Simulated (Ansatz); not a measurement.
The system is Si2Ni.

```
Ni Si
1.0
     0.00000    2.70300    2.70300
     2.70300    0.00000    2.70300
     2.70300    2.70300    0.00000
Ni Si
1 2
Cartesian
  0.0000 0.0000 0.0000
  4.0545 4.0545 4.0545
  1.3515 1.3515 1.3515
```

A run of Ansatz 0.2.0 on this cell left the log below. Logs are shortened: lines on timing, memory, paths and dates and some standing lists are left out, and cuts for length are marked.

```text
Warning: RAYON_NUM_THREADS=2 ignored (pool sized by the plan → 2); use --threads N
Ni: projections on atomic orbitals take those of the free atom [Ne] 3s2 3p6 3d8 4s2, of charge +0.00 (hamiltonian.pseudopotentials.projection_atoms); the dataset's partial waves leave at most 1.6e-6 of an orbital's norm unspanned inside its sphere
Si: projections on atomic orbitals take those of the free atom [Ne] 3s2 3p2, of charge +0.00 (hamiltonian.pseudopotentials.projection_atoms); the dataset's partial waves leave at most 6.1e-8 of an orbital's norm unspanned inside its sphere
Engine: ansatz 0.2.0, aarch64-unknown-linux-gnu
Pseudopotentials: kind: paw
Pseudopotential: Ni, paw, valence charge 18, recommended cutoff 420 eV (normal), Ni.paw.azcp
Pseudopotential: Si, paw, valence charge 4, recommended cutoff 420 eV (normal), Si.paw.azcp
Functional definition: PBE
  parameter kappa = 0.804
  parameter beta = 0.06672455060314922
  exchange = pbe_x(kappa = kappa, mu = beta*pi^2/3)
  correlation = pbe_c(beta = beta)
Crystal: 3 atoms, lattice volume = 39.497 Å³
Basis set: ecut = 420 eV, 749 PW (Γ), exchange–correlation on 54×54×54 points (8 copies of the dense FFT grid, shifted against one another)
Bands: 18, of which v1, the nominal top of the filled ones, is band 13 counted from 1 (12 counted from 0)
Symmetry: 48 space group operations
Space group: Fm-3m (ITA 225), of the structure as read, at distance tolerance 3.4e-5 Å
Magnetic group: BNS 225.116 (UNI 1618), of the structure as read, at distance tolerance 3.4e-5 Å
k-points: 35 of 729
Non-local potential: Ni, projectors of the file, l = 0: 3, l = 1: 2, l = 2: 3, l = 3: 1
Non-local potential: Si, projectors of the file, l = 0: 2, l = 1: 2, l = 2: 2
PAW form: soft (Blöchl's): semilocal exchange-correlation on the pseudo side does not see the compensation charge
PAW one-centre angular grid: Ni, 590 points (default); XC on 64 Gauss nodes
PAW one-centre angular grid: Si, 110 points (default); XC on 64 Gauss nodes
Initial density: superposition of atomic densities (chi_scale 0.1, normalization cell)
Starting moments: Σ|m| = 1 μB on 1 of 3 sites
Initial wavefunctions: pseudopotential atomic-orbital guess
Functional: x = pbe(κ = 0.804, μ = 0.2195149727645171), c = pbe(β = 0.06672455060314922)
SCF iter   1: F=—  HF=-7111.744775 eV  |F-HF|=—  |Δ(HF+E_count)|=         —  Δρ=1.15e-1 (↑2.20e-2 ↓1.15e-1)  dr2=6.43e0  dr2_m=1.11e0  M=0.159 μB ∫|m|=0.285 μB  β_m=0.30  ethr=3.10e-3  ⟨swp⟩=5.8  Hψ=6128  notcnv=0
[... 177 lines left out ...]
Harris-Foulkes:  -7110.957833 eV  (|F-HF|=9.09e-13)
Internal energy: -7110.951884 eV  (E = F + TS)
E sigma→0 (E₀):  -7110.954859 eV
Entropy (-TS):   -0.005950 eV (-1.983 meV/atom)
Fermi energy:    12.769383 eV
--- Per-component energies (eV) ---
  E_band       = -350.916178
  E_kinetic    = 370.464603
  E_local      = -4953.638608  (includes V_loc(G=0)·N_el)
  E_nonlocal   = 684.352274
  E_hartree    = 2148.183418
  E_xc         = -198.504064
  E_vxc        = -207.453596  (∫ρ·V_xc dr)
  E_hubbard    = 1.404922  (on-site DFT+U / exact-exchange correction)
  E_vhub       = -10.591121  (the Hubbard potential's part of the band-sum identity)
  E_paw        = -2655.075258  (= ΣΔE_a)
  E_vpaw       = -530.417132  (= ΣTr[D̂ρ^β])
  E_aug_tail   = 0.000582  (compensation charges beyond the density's cutoff)
  E_ewald      = -2508.139752
  E_smearing   = -0.005950  (= −TS)
  E_closure    = 0.000000  (closes the sum)
  Σ components = -7110.957833   (vs F -7110.957833, Δ=0.00e0)
--- Forces (eV/Å), atoms counted from 1 ---
  atom   1  Ni    -0.00000000     0.00000000    -0.00000000
  atom   2  Si     0.00000000     0.00000000    -0.00000000
  atom   3  Si    -0.00000000     0.00000000     0.00000000
  max |Σ_I F_I| component: 4.63e-17 eV/Å
--- Stress (GPa, compression-positive) ---
        0.004471      -0.000000       0.000000
       -0.000000       0.004471      -0.000000
        0.000000      -0.000000       0.004471
  P = ⅓ Tr σ = 0.0045 GPa (0.045 kbar)
--- Band table (eV; the first three rows and the last of 70) ---
  k-point 0 ↑: bands = ["-90.8621", "-51.2823", "-51.2823", "-51.2823", "-0.7900", "7.4594", "7.4594", "7.4594", "8.7903", "8.7903", "12.3214", "14.4719", "14.4719", "14.4719", "15.2225", "15.2225", "15.2225", "17.4818"]
  k-point 1 ↑: bands = ["-90.8621", "-51.2825", "-51.2824", "-51.2824", "-0.6104", "7.1185", "7.5161", "7.5161", "8.7660", "8.7660", "11.9915", "13.3748", "13.8004", "13.8004", "15.8078", "15.8078", "16.7268", "17.0552"]
  k-point 2 ↑: bands = ["-90.8621", "-51.2827", "-51.2824", "-51.2824", "-0.0779", "6.2011", "7.6508", "7.6508", "8.7441", "8.7441", "10.5696", "12.9316", "12.9316", "13.6688", "15.4298", "15.4298", "16.3897", "17.9359"]
  k-point 34 ↓: bands = ["-90.8621", "-51.2830", "-51.2829", "-51.2827", "3.4585", "4.1981", "6.1700", "6.3411", "8.7307", "8.8576", "9.1440", "9.2339", "10.0658", "14.4954", "15.3363", "17.2411", "18.8813", "20.6376"]
--- Relaxed structure (4 steps of the walk, 4 accepted, 1 SCFs on fresh bases) ---
  F+E_penalty+E_count = -7110.95783336 eV   max|allowed force component| = 8.635e-17 eV/Å   (the final SCF, on the basis selected at the relaxed cell)
  cell:  # Å, volume = 40.4358 Å³
    - [9.762799472014788e-35, 2.7242403241219715, 2.7242403241219715]
    - [2.7242403241219715, -1.635095628017276e-34, 2.7242403241219715]
    - [2.7242403241219715, 2.7242403241219715, -5.031679882484395e-34]
  atoms:
    - { symbol: Ni, position: [6.772610194896691e-35, 2.5667883387051396e-35, -1.3650365936198172e-34] }
    - { symbol: Si, position: [0.7499999999999999, 0.7499999999999999, 0.7499999999999999] }
    - { symbol: Si, position: [0.24999999999999997, 0.24999999999999997, 0.24999999999999997] }
```

Question: What input gives this log?

Answer: Relaxation of cell and atoms with PBE+U, collinear spin, ferromagnetic start. The files as run (others can give the same):

input.yaml
```yaml
crystal:
  lattice:
    - [0.0, 2.703, 2.703]
    - [2.703, 0.0, 2.703]
    - [2.703, 2.703, 0.0]
  atoms:
    - { symbol: Ni, position: [0.0, 0.0, 0.0], spin: 1.0 }
    - { symbol: Si, position: [0.75, 0.75, 0.75] }
    - { symbol: Si, position: [0.25, 0.25, 0.25] }
hamiltonian:
  xc: pbe
  pseudopotentials: { kind: paw }
  hubbard: { sites: [{ species: Ni, l: d, u_eff: 3.0 }] }
magnetization:
  spin_polarized: true
kpoints:
  mp_grid: { grid: [9, 9, 9] }
scf:
  occupations: { method: fermi_dirac, width: 0.05 }
output:
  forces: true
  stress: true
  eigenvalues: true
  write_density: true
  write_potential: true
  elf: true
  volumetric_format: npy
relax:
  f_tol: 0.01
  max_steps: 40
  cell: { stress_tol: 0.05 }
```

Potentials or basis: Ansatz PAW.
Launch:
```sh
$ ansatz run input.yaml --threads 2 --pin off --max-ram 5632MiB --backend cpu --events-out ev --progress --plain --runs-dir out
```

Caveat: the magnetic or orbital state may not be the lowest; the plane-wave basis is chosen anew once the cell has moved, so the energies of steps on either side of that aren't comparable; the U is typed as a test and isn't derived for this compound; the starting moments weren't kept.
